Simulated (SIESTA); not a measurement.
The system is CuO.

```
Cu O
1.0
     2.55255    0.00000    0.00000
     0.00000    2.55255    0.00000
     0.00000    0.00000    2.55255
Cu O
1 1
Direct
  0.00000 0.00000 0.00000
  0.50000 0.50000 0.50000
```

Measurements of this composition are mostly on another form, of space group No. 15.

* Program: SIESTA 5.4.2
* Task: relaxation of cell and atoms
* Functional: PBE
* Potentials or basis: PseudoDojo 0.4 standard (PBE files)
* Basis: DZP (energy shift 0.003 Ry; two zetas on semicore shells)
* Grid cutoff: 800 Ry
* Energy shift: 0.003 Ry
* k mesh: 7 × 7 × 7
* Occupations: fermi-dirac, width 0.05 eV
* Spin: no spin polarisation

At the start: pressure 22.8 GPa; volume 8.32 Å³/atom.

How do energy, volume and symmetry change on relaxing?

Over 4 steps the energy falls by 56.2 meV/atom and the volume is 9.22 Å³/atom (+10.9 %); space group Pm-3m (No. 221, to 0.05 Å).

Step by step:
| step | energy change (eV) | largest force (eV/Å) | pressure (GPa) | volume (Å³) |
| --- | --- | --- | --- | --- |
| 1 | 0.0000 | 0.0000 | 22.82 | 16.63 |
| 2 | -0.0507 | 0.0000 | 16.33 | 17.06 |
| 3 | -0.1121 | 0.0000 | 1.52 | 18.30 |
| 4 | -0.1124 | 0.0000 | 0.19 | 18.44 |

Final structure:
```xyz
2
Lattice="2.6419 0.0000 0.0000 0.0000 2.6419 0.0000 0.0000 0.0000 2.6419" Properties=species:S:1:pos:R:3 pbc="T T T"
Cu    0.0000    0.0000    0.0000
O     1.3209    1.3209    1.3209
```

Caveat: short orbitals over semicore shells can move pressures by several GPa; the basis of atomic orbitals isn't converged, which shifts pressures, moduli and gaps; an odd number of electrons without spin polarisation forces a metal; a magnetic or distorted state may lie lower; the run has no spin polarisation, though such a crystal can be magnetic.
